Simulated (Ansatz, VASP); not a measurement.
# Ba in VASP and in Ansatz

```
CELL_PARAMETERS angstrom
3.58076 -4.66893 0.12762
3.42825 4.55189 0.15732
0.26314 0.02105 6.38753
ATOMIC_POSITIONS crystal
Ba 0.86661 0.14135 0.25719
Ba 0.13339 0.85865 0.74281
Ba 0.48645 0.51570 0.25063
Ba 0.51355 0.48430 0.74937
```

Alike in both runs: task single point; functional PBE; k mesh 8 × 8 × 6; occupations gaussian, width 0.1 eV; no spin polarisation.

|  | VASP | Ansatz |
| --- | --- | --- |
| version | VASP 6.6.1 | Ansatz 0.2.0 |
| potentials or method | VASP PAW PBE potentials, release 64 (Ba_sv) | scalar-relativistic, plane waves, PAW |
| plane-wave cutoff (eV) | 520 | 420 |
| valence electrons in the cell | 40 | 40 |

VASP gave:

```
gap on the k mesh at the Fermi level (eV)       : none
pressure (GPa)                                  : 1.9
largest component of the traceless stress (GPa) : 1.33
rms of the force components (eV/Å)              : 0.279
```

Question: Estimate Ansatz's values.

Answer: gap on the k mesh at the Fermi level (eV): none; pressure (GPa): 1.5; largest component of the traceless stress (GPa): 1.16; rms of the force components (eV/Å): 0.262.

Atom by atom the forces differ by 0.020 eV/Å (rms over components). A gap of «none» marks a metal or a gap that the smearing closes.

The runs have no spin-orbit coupling, so splittings on Ba are missing.
